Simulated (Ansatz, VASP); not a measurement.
# LiCl in VASP and in Ansatz

```xyz
2
Lattice="3.3244 0.0000 0.0000 0.0000 3.2711 0.0000 0.0000 0.0000 3.2711" Properties=species:S:1:pos:R:3 pbc="T T T"
Li    0.0000    0.0000    0.0000
Cl    1.6622    1.6356    1.6356
```

Change from the starting cell: uniaxial_x strain +1.6%.

Alike in both runs: task single point; functional PBE; k mesh 8 × 8 × 8; occupations fermi-dirac, width 0.02 eV; no spin polarisation.

```csv
,VASP,Ansatz
version,VASP 6.6.1,Ansatz 0.2.0
potentials or method,"VASP PAW PBE potentials, release 64 (Li_sv, Cl)","plane waves, PAW"
plane-wave cutoff (eV),520,420
valence electrons in the cell,10,10
```

```csv
,VASP,Ansatz,Ansatz less VASP
gap on the k mesh at the Fermi level (eV),4.33,4.31,-0.014
```

 A k mesh can miss the band edges.
